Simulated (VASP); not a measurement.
# GaP(110): relaxation, ionisation energy and affinity, part 3 of 3

Where do the bulk band edges lie against the vacuum outside GaP(110)?

VASP 6.6.1; PBEsol; plane waves and PAW (Ga, P).

So far, gap on the k-mesh (eV): step 3 (band edges of the bulk) 1.51.

### 5. Potential and states of the slab

A static run writes the electrostatic potential without exchange and correlation (LVHAR), which is flat in the vacuum and gives the level to count from. The dipole correction cancels the field that unlike faces would set up across the vacuum.

File INCAR:

```
SYSTEM = GaP
PREC = Normal
ENCUT = 320
EDIFF = 1E-06
NELM = 120
ISMEAR = 0
SIGMA = 0.03
LREAL = Auto
ALGO = Fast
GGA = PS
NBANDS = 54
LORBIT = 11
LWAVE = .FALSE.
LCHARG = .TRUE.
KPAR = 2
LASPH = .TRUE.
IDIPOL = 3
LDIPOL = .TRUE.
DIPOL = 0.5 0.5 0.5
LVHAR = .TRUE.
LVACPOTAV = .TRUE.
NEDOS = 1500
```

File POSCAR:

```
GaP
1.0
    3.8708601096      0.0000000000      0.0000000000
    0.0000000000      5.4742228650      0.0000000000
    0.0000000000      0.0000000000     31.4834404383
Ga P
9 9
Direct
    0.0000000000      0.0603947874      0.2676793960
    0.5000000000      0.4850193834      0.3124303777
    0.0000000000      0.9900111247      0.3777093750
    0.5000000000      0.4888975003      0.4379664537
    0.0000000000      0.9913765656      0.5000000000
    0.5000000000      0.4888975003      0.5620335463
    0.0000000000      0.9900111247      0.6222906250
    0.5000000000      0.4850193834      0.6875696223
    0.0000000000      0.0603947874      0.7323206040
    0.0000000000      0.7360321325      0.3159376671
    0.5000000000      0.2669003266      0.2468743243
    0.0000000000      0.7391530379      0.4387960591
    0.5000000000      0.2422494638      0.3759567217
    0.0000000000      0.7391530379      0.5612039409
    0.5000000000      0.2413079212      0.5000000000
    0.0000000000      0.7360321325      0.6840623329
    0.5000000000      0.2422494638      0.6240432783
    0.5000000000      0.2669003266      0.7531256757
```

File KPOINTS:

```
Automatic mesh
0
Gamma
6 5 1
0 0 0
```

File KPOINTS_OPT:

```
Line mode
14
Line-mode
Reciprocal
  0.00000000   0.00000000   0.00000000 GAMMA
  0.50000000   0.00000000   0.00000000 X

  0.50000000   0.00000000   0.00000000 X
  0.50000000   0.50000000   0.00000000 S

  0.50000000   0.50000000   0.00000000 S
  0.00000000   0.50000000   0.00000000 Y

  0.00000000   0.50000000   0.00000000 Y
  0.00000000   0.00000000   0.00000000 GAMMA

  0.00000000   0.00000000   0.00000000 GAMMA
  0.50000000   0.50000000   0.00000000 S
```

Potentials, in the order of the species: Ga and P (PBE family, release 64).

The run is started by

```
$ mpirun -np 4 vasp_std
```

Output:

```text
[banner, memory and clock lines left out]
running    4 mpi-ranks, on    1 nodes
 distrk:  each k-point on    2 cores,    2 groups
 distr:  one band on    1 cores,    2 groups

 POSCAR found type information on POSCAR GaP
 POSCAR found :  2 types and      18 ions
 [... a notice as in an earlier step ...]

 LDA part: xc-table for (Slater+PW92), standard interpolation
 POSCAR, INCAR and KPOINTS ok, starting setup
 FFT: planning ... GRIDC
 FFT: planning ... GRID_SOFT
 FFT: planning ... GRID
 WAVECAR not read
 entering main loop
       N       E                     dE             d eps       ncg     rms          rms(c)
DAV:   1     0.287913148795E+03    0.28791E+03   -0.19243E+04  1296   0.699E+02
DAV:   2    -0.546378344582E+02   -0.34255E+03   -0.32917E+03  1718   0.157E+02
DAV:   3    -0.880131915458E+02   -0.33375E+02   -0.32926E+02  1560   0.505E+01
DAV:   4    -0.893615742942E+02   -0.13484E+01   -0.13442E+01  1832   0.115E+01
DAV:   5    -0.894035789434E+02   -0.42005E-01   -0.41987E-01  1776   0.194E+00    0.148E+01
RMM:   6    -0.870119401950E+02    0.23916E+01   -0.28824E+00  1340   0.389E+00    0.875E+00
RMM:   7    -0.865674811158E+02    0.44446E+00   -0.38093E+00  1452   0.445E+00    0.207E+00
RMM:   8    -0.864750211513E+02    0.92460E-01   -0.49780E-01  1405   0.211E+00    0.489E-01
RMM:   9    -0.864764144465E+02   -0.13933E-02   -0.38541E-02  1677   0.712E-01    0.279E-01
RMM:  10    -0.864792513322E+02   -0.28369E-02   -0.13598E-02  1862   0.352E-01    0.163E-01
RMM:  11    -0.864797214806E+02   -0.47015E-03   -0.63926E-03  1511   0.207E-01    0.110E-01
RMM:  12    -0.864797845109E+02   -0.63030E-04   -0.67014E-04  1664   0.903E-02    0.684E-02
RMM:  13    -0.864800096060E+02   -0.22510E-03   -0.28856E-04  1660   0.516E-02    0.267E-02
RMM:  14    -0.864802588937E+02   -0.24929E-03   -0.30861E-04  1619   0.419E-02    0.252E-02
RMM:  15    -0.864803889010E+02   -0.13001E-03   -0.12052E-04  1769   0.265E-02    0.343E-02
RMM:  16    -0.864804464903E+02   -0.57589E-04   -0.35663E-05  1569   0.158E-02    0.767E-03
RMM:  17    -0.864804961221E+02   -0.49632E-04   -0.37780E-05  1623   0.142E-02    0.984E-03
RMM:  18    -0.864805067274E+02   -0.10605E-04   -0.35744E-06  1306   0.571E-03    0.312E-03
RMM:  19    -0.864805247943E+02   -0.18067E-04   -0.34420E-06  1284   0.382E-03    0.170E-03
RMM:  20    -0.864805329759E+02   -0.81817E-05   -0.51901E-07  1045   0.187E-03    0.171E-03
RMM:  21    -0.864805503430E+02   -0.17367E-04   -0.95989E-07  1201   0.191E-03    0.135E-03
RMM:  22    -0.864805549276E+02   -0.45846E-05   -0.10831E-07   701   0.943E-04    0.920E-04
RMM:  23    -0.864805628780E+02   -0.79504E-05   -0.33355E-07   837   0.108E-03    0.599E-04
RMM:  24    -0.864805633937E+02   -0.51571E-06   -0.50666E-08   530   0.758E-04
|                                                                             |
|           W    W    AA    RRRRR   N    N  II  N    N   GGGG   !!!           |
|           W    W   A  A   R    R  NN   N  II  NN   N  G    G  !!!           |
|           W    W  A    A  R    R  N N  N  II  N N  N  G       !!!           |
|           W WW W  AAAAAA  RRRRR   N  N N  II  N  N N  G  GGG   !            |
|           WW  WW  A    A  R   R   N   NN  II  N   NN  G    G                |
|           W    W  A    A  R    R  N    N  II  N    N   GGGG   !!!           |
|                                                                             |
|     Did not find any points to average over, which means that no vacuum     |
|     field-free region was found. Please increase the size of  your cell     |
|     in the dimension of the dipole correction to obtain accurate            |
|     workfunction values.                                                    |
|                                                                             |

   1 F= -.86480563E+02 E0= -.86480563E+02  d E =-.337085E-12
 Start KPOINTS_OPT (optional k-point list driver)
k-point batch [1-12\70]
       N       E                     dE             ncg
DAV:   1    -0.454743526436E+03   -0.75587E+04     1296
DAV:   2    -0.438380082496E+04   -0.39291E+04     1700
DAV:   3    -0.478163456360E+04   -0.39783E+03     1552
DAV:   4    -0.479752668409E+04   -0.15892E+02     1872
DAV:   5    -0.479789611031E+04   -0.36943E+00     1744
DAV:   6    -0.479791438606E+04   -0.18276E-01     1888
DAV:   7    -0.479791520355E+04   -0.81749E-03     1808
DAV:   8    -0.479791524535E+04   -0.41800E-04     1808
DAV:   9    -0.479791524741E+04   -0.20625E-05     1296
DAV:  10    -0.479791524756E+04   -0.15235E-06     1096
[...]
k-point batch [61-70\70]
       N       E                     dE             ncg
DAV:   1    -0.231944535296E+03   -0.12895E+05     1080
DAV:   2    -0.350485576726E+04   -0.32729E+04     1476
DAV:   3    -0.380302865662E+04   -0.29817E+03     1320
DAV:   4    -0.381358676002E+04   -0.10558E+02     1488
DAV:   5    -0.381392846388E+04   -0.34170E+00     1456
DAV:   6    -0.381394686214E+04   -0.18398E-01     1592
DAV:   7    -0.381394751037E+04   -0.64824E-03     1464
DAV:   8    -0.381394755285E+04   -0.42483E-04     1512
DAV:   9    -0.381394755468E+04   -0.18283E-05     1168
DAV:  10    -0.381394755479E+04   -0.11184E-06     1008
```

Wall time 1.8 min (4 MPI ranks of Intel Xeon 6975P-C (Granite Rapids), shared host); peak memory 1.1 GiB.

OUTCAR, selected parts (step 5):

```text
   NELECT =      72.0000    total number of electrons

 dipolmoment           0.000000      0.000000     -0.000000 electrons x Angstroem

 E-fermi :  -0.5081

 k-point     1 :       0.0000    0.0000    0.0000
  band No.  band energies     occupation
    ...
     32      -0.9621      2.00000
     33      -0.9212      2.00000
     34      -0.8171      2.00000
     35      -0.7408      2.00000
     36      -0.6463      2.00000
     37       0.9894      0.00000
     38       1.0894      0.00000
     39       1.1362      0.00000
     40       1.4147      0.00000
     41       1.4790      0.00000
    ...

  Total       -2.6243592     -1.3671802     -0.7716441      0.0000000      0.0000000      0.0000000
  in kB       -6.3026287     -3.2834031     -1.8531710      0.0000000      0.0000000      0.0000000
  external PRESSURE =      -3.8130676 kB  Pullay stress =       0.0000000 kB

 POSITION                                       TOTAL-FORCE (eV/Angst)
 -----------------------------------------------------------------------------------
      0.00000      0.33061      8.42747         0.000000     -0.000246     -0.011669
      1.93543      2.65510      9.83638         0.000000      0.003718      0.014193
      0.00000      5.41954     11.89159         0.000000     -0.001301     -0.017532
      1.93543      2.67633     13.78869        -0.000000     -0.001472      0.001332
      0.00000      5.42702     15.74172         0.000000      0.002430     -0.000000
      1.93543      2.67633     17.69475        -0.000000     -0.001472     -0.001332
      0.00000      5.41954     19.59185         0.000000     -0.001301      0.017532
      1.93543      2.65510     21.64706         0.000000      0.003718     -0.014193
      0.00000      0.33061     23.05597         0.000000     -0.000246      0.011669
      0.00000      4.02920      9.94680         0.000000     -0.002919     -0.007069
      1.93543      1.46107      7.77245        -0.000000      0.009336      0.024701
      0.00000      4.04629     13.81481         0.000000      0.003950     -0.005363
      1.93543      1.32613     11.83641         0.000000     -0.016382      0.022268
      0.00000      4.04629     17.66863         0.000000      0.003950      0.005363
      1.93543      1.32097     15.74172         0.000000      0.008204     -0.000000
      0.00000      4.02920     21.53664         0.000000     -0.002919      0.007069
      1.93543      1.32613     19.64703         0.000000     -0.016382     -0.022268
      1.93543      1.46107     23.71099        -0.000000      0.009336     -0.024701
 -----------------------------------------------------------------------------------
    total drift:                               -0.000000      0.075536      0.000004

  FREE ENERGIE OF THE ION-ELECTRON SYSTEM (eV)
  ---------------------------------------------------
  free  energy   TOTEN  =       -86.4805633937 eV

  energy  without entropy=      -86.4805633937  energy(sigma->0) =      -86.48056339

 vacuum level on the upper side and lower side of the slab         4.665         4.665

[... 7 parts as in an earlier step ...]

[... 10 further parts left out ...]
```

This step gave:

```yaml
electronic_cycles: 24
fermi_energy: -0.5081 eV
least_gap_on_mesh_and_path: 0.984 eV
least_direct_gap_on_mesh_and_path: 1.636 eV
vacuum_levels: 4.665, 4.665 eV
ionisation_potentials_of_the_upper_and_lower_face: 5.311, 5.311 eV
electron_affinities_of_the_upper_and_lower_face: 4.327, 4.327 eV
```

Electronic bands along the path, in eV, zero at the valence-band top; v1 is the highest filled band, c1 the lowest empty one:

| point | v4 | v3 | v2 | v1 | c1 | c2 | c3 | c4 |
| --- | --- | --- | --- | --- | --- | --- | --- | --- |
| Γ | -0.27 | -0.17 | -0.09 | 0.00 | 1.64 | 1.74 | 1.78 | 2.06 |
| 0.46 of the way | -1.22 | -1.05 | -0.80 | -0.45 | 1.89 | 2.08 | 2.42 | 2.51 |
| X | -1.68 | -1.42 | -1.01 | -0.86 | 0.98 | 1.06 | 1.82 | 1.94 |
| 0.54 of the way | -1.43 | -1.37 | -0.90 | -0.78 | 1.49 | 1.60 | 2.41 | 2.44 |
| S | -1.28 | -1.18 | -0.80 | -0.69 | 1.41 | 1.85 | 2.07 | 2.89 |
| 0.54 of the way | -1.09 | -1.08 | -0.70 | -0.69 | 2.25 | 2.36 | 2.92 | 3.10 |
| Y | -1.03 | -0.99 | -0.78 | -0.77 | 1.53 | 1.64 | 1.79 | 2.20 |
| 0.54 of the way | -0.52 | -0.51 | -0.44 | -0.37 | 1.64 | 1.84 | 2.10 | 2.22 |
| Γ | -0.27 | -0.17 | -0.09 | 0.00 | 1.64 | 1.74 | 1.78 | 2.06 |
| 0.46 of the way | -1.05 | -0.88 | -0.58 | -0.49 | 1.91 | 2.08 | 2.48 | 2.67 |
| S | -1.28 | -1.18 | -0.80 | -0.69 | 1.41 | 1.85 | 2.07 | 2.89 |

Of the projections kept (Ga, P), the largest for each band there; the rest of the weight can lie on other orbitals:

| point | v4 | v3 | v2 | v1 | c1 | c2 | c3 | c4 |
| --- | --- | --- | --- | --- | --- | --- | --- | --- |
| Γ | P 0.69 | P 0.65 | P 0.64 | P 0.66 | Ga 0.76 | Ga 0.53 | Ga 0.71 | Ga 0.61 |
| X | P 0.54 | P 0.53 | P 0.65 | P 0.65 | Ga 0.84 | Ga 0.86 | Ga 0.75 | Ga 0.76 |
| S | P 0.58 | P 0.56 | P 0.64 | P 0.68 | Ga 0.76 | Ga 0.74 | Ga 0.60 | Ga 0.69 |
| Y | P 0.54 | P 0.55 | P 0.62 | P 0.62 | Ga 0.75 | Ga 0.82 | Ga 0.64 | Ga 0.58 |
| Γ | P 0.69 | P 0.65 | P 0.64 | P 0.66 | Ga 0.76 | Ga 0.53 | Ga 0.71 | Ga 0.61 |
| S | P 0.58 | P 0.56 | P 0.64 | P 0.68 | Ga 0.76 | Ga 0.74 | Ga 0.60 | Ga 0.69 |

The planar average of the electrostatic potential oscillates, so the rows of the table below give means over windows of 1.91 Å about each position, cut where the curve ends. Its maxima inside the range that stand out by 2 % of the span (Å: eV): 8.7: -0.379, 10.9: 0.242, 12.8: -0.149, 14.7: -0.068, 16.8: -0.068, 18.7: -0.149, 20.6: 0.242, 22.8: -0.379. Its minima: 7.9: -5.86, 10.0: -6.20, 11.8: -5.83, 13.8: -5.86, 15.7: -5.83, 17.7: -5.86, 19.7: -5.83, 21.5: -6.20, 23.6: -5.86.

Zero at the Fermi level. Table of planar average of the electrostatic potential by height; means over each step:

| height (Å) | planar average of the electrostatic potential (eV) |
| --- | --- |
| 0.95 | 5.17 |
| 2.86 | 5.17 |
| 4.77 | 5.16 |
| 6.68 | 2.63 |
| 8.59 | -2.97 |
| 10.50 | -3.33 |
| 12.41 | -3.16 |
| 14.32 | -3.25 |
| 16.23 | -3.24 |
| 18.14 | -3.22 |
| 20.05 | -3.16 |
| 21.96 | -3.75 |
| 23.87 | -1.53 |
| 25.78 | 4.99 |
| 27.69 | 5.17 |
| 29.60 | 5.17 |

Density of states in the PAW spheres, an atom over height of the layer and energy from the Fermi level.

Values in states/eV, 22 rows by 14 columns, each cell a mean:
```
0.00 0.00 0.00 0.00 0.00 0.00 0.00 0.00 0.00 0.00 0.00 0.00 0.00 0.00
0.00 0.00 0.00 0.01 0.01 0.01 0.01 0.01 0.01 0.01 0.01 0.00 0.00 0.00
0.13 0.10 0.08 0.16 0.16 0.08 0.11 0.11 0.11 0.12 0.16 0.08 0.10 0.13
0.59 0.32 0.16 0.29 0.25 0.14 0.19 0.16 0.19 0.19 0.29 0.16 0.32 0.59
0.63 0.35 0.25 0.33 0.37 0.26 0.27 0.31 0.27 0.32 0.33 0.25 0.35 0.63
0.54 0.32 0.41 0.39 0.37 0.43 0.44 0.40 0.44 0.40 0.39 0.41 0.32 0.54
0.48 0.35 0.51 0.39 0.41 0.37 0.38 0.44 0.38 0.39 0.39 0.51 0.35 0.48
0.32 0.38 0.44 0.42 0.47 0.44 0.50 0.51 0.50 0.46 0.42 0.44 0.38 0.32
0.26 0.30 0.41 0.37 0.45 0.46 0.40 0.35 0.40 0.46 0.37 0.41 0.30 0.26
0.17 0.26 0.30 0.33 0.30 0.38 0.33 0.35 0.33 0.34 0.33 0.30 0.26 0.17
0.16 0.27 0.29 0.32 0.27 0.34 0.33 0.32 0.33 0.30 0.32 0.29 0.27 0.16
0.11 0.18 0.21 0.19 0.20 0.20 0.25 0.26 0.25 0.20 0.19 0.21 0.18 0.11
0.09 0.17 0.12 0.10 0.08 0.09 0.07 0.07 0.07 0.08 0.10 0.12 0.17 0.09
0.10 0.21 0.13 0.12 0.09 0.13 0.12 0.11 0.12 0.11 0.12 0.13 0.21 0.10
0.09 0.20 0.13 0.09 0.07 0.10 0.09 0.11 0.09 0.08 0.09 0.13 0.20 0.09
0.14 0.38 0.29 0.17 0.13 0.27 0.17 0.17 0.17 0.20 0.17 0.29 0.38 0.14
0.14 0.43 0.40 0.18 0.15 0.32 0.18 0.13 0.18 0.24 0.18 0.40 0.43 0.14
0.20 0.59 0.84 0.31 0.31 0.83 0.59 0.61 0.59 0.57 0.31 0.84 0.59 0.20
0.04 0.13 0.21 0.09 0.12 0.42 0.34 0.35 0.34 0.27 0.09 0.21 0.13 0.04
0.00 0.00 0.00 0.00 0.00 0.00 0.00 0.00 0.00 0.00 0.00 0.00 0.00 0.00
0.00 0.00 0.00 0.00 0.00 0.00 0.00 0.00 0.00 0.00 0.00 0.00 0.00 0.00
0.00 0.00 0.00 0.00 0.00 0.00 0.00 0.00 0.00 0.00 0.00 0.00 0.00 0.00
```
Columns: height of the layer (Å) from 7.8 to 23.7 (not evenly spaced); rows upwards: energy from the Fermi level (eV) from -7.9 to 0.5.

Electrostatic potential energy in the cb plane at fractional x = 0.000, with atoms of Ga and P within 0.2 Å of it. With pseudopotentials it is smooth inside the atoms' cores, unlike the true potential.

Ten even steps from '0' (-45 eV) to '9' (5 eV), each cell a mean:
```
99999999999999999999865666888866997688888689
99999999999999999999987677645776666775367666
99999999999999999999999886100477667740005876
99999999999999999999999985000178998720004899
99999999999999999999999985000279999830005899
99999999999999999999999997422689999873247999
99999999999999999999999999878899999988889999
99999999999999999999999999999999999999999999
99999999999999999999999999999999999999999999
99999999999999999999999999999999999999999999
99999999999999999999998889999999999999999999
99999999999999999999986667899999889999999988
99999999999999999999866876899987667899999866
99999999999999999999759996799976776799998668
99999999999999999999758986799867997689998689
```
Columns run along c (16.0 Å, from fractional 0.00 to 0.51 of the cell; values clipped at the 3rd and 97th percentile), rows up along b (5.5 Å). Atoms in or near the plane, at fractional coordinates: Ga at (0.27, 0.06), Ga at (0.38, 0.99), Ga at (0.50, 0.99), P at (0.32, 0.74), P at (0.44, 0.74).

Valence density in the cb plane at fractional x = 0.000, with atoms of Ga and P within 0.2 Å of it. It is the smooth field of the valence electrons, not physical close to the nuclei.

Ten even steps from '0' (-0.18 e/Å³) to '9' (0.75 e/Å³), each cell a mean:
```
11111111111111111122233346655554223555555532
11111111111111111122223457888765435678887643
11111111111111111112222358978975445798699644
11111111111111111111222358704974334695069643
11111111111111111111222247736853223576477432
11111111111111111111222235788642222468885322
11111111111111111112222223565432222345653222
11111111111111111122222222333322222223332222
11111111111111111222222222222222222222222222
11111111111111111222222222222222222222222222
11111111111111111222233332222222222222222222
11111111111111111222334433222223333222222233
11111111111111111222344333322233443322222334
11111111111111111222343123322334334332223333
11111111111111111222333234433343213433333431
```
Columns run along c (16.0 Å, from fractional 0.00 to 0.51 of the cell), rows up along b (5.5 Å). Atoms in or near the plane, at fractional coordinates: Ga at (0.27, 0.06), Ga at (0.38, 0.99), Ga at (0.50, 0.99), P at (0.32, 0.74), P at (0.44, 0.74).

The map of layer states is cut here 0.5 eV above the Fermi level, so it leaves out the states above that.

The vacuum level lies 5.31 eV above the highest filled level at the upper face; both faces agree, as the slab has next to no dipole.

The program found no field-free point at its default tolerance, but its printed level agrees with the flat part of the planar average.

### 6. Lining up bulk and slab

This step: band edges against the vacuum, PBEsol; plane waves and PAW (VASP 6.6.1).

No new run; the numbers come from the runs before.

Numbers from this step:

```
ionisation energy       : 5.302 eV
offset spread           : 0.01200 eV
bulk gap                : 1.510 eV
slab gap                : 0.984 eV
electron affinity       : 3.793 eV
buckling                : 0.6550 Å
tilt                    : 30.09 degree
surface energy, relaxed : 0.8734 J/m²
```

The averaged core potentials of the four middle atoms lie -3.769 eV from those of the bulk run. The bulk valence top (3.131 eV), moved by that offset, is taken from the upper vacuum level (4.665 eV).

### 7. Outcome

| Property | Result |
| --- | --- |
| ionisation energy | 5.30 eV |
| electron affinity | 3.79 eV |
| buckling | 0.655 Å |
| surface energy, relaxed | 0.873 J/m² |

**Reading.** The bulk valence-band top lies 5.30 eV below the vacuum of GaP(110), and the conduction-band bottom 3.79 eV. The top layer buckles by 0.66 Å, a tilt of 30°, with P outermost, as the anion takes the dangling-bond electrons and the cation flattens towards sp². The surface costs 0.87 J/m². The slab's least gap is 0.98 eV, against 1.51 eV in the bulk. Confinement widens it, surface states can narrow it, and the two gaps need not lie at the same wave vector; the faces' own affinities count to the slab's lowest empty state. The offsets of the four middle atoms spread by 0.01 eV; a shift common to all four would not show in it. The bulk edges are read on a mesh, so a band minimum between its points makes the gap too large and the affinity too small. One thickness was run. Semilocal band edges put the valence top too high and the gap too small. Spin-orbit coupling, left out here, would raise the valence top further.

[Lines on the potential files, build, host, timing and source positions are cut from VASP's logs without a mark.]

[Logs are printed without paths, hosts, clocks, repeated set-up lines and the standing remarks that a program may print on its own settings, such as how far it seeks lower states.]

[Hosts, paths, dates, database ids (printed as entryN), source tags and the programs' standing remarks are cut or masked in the printed files.]

[Runs that stopped without an error message from VASP are left out.]
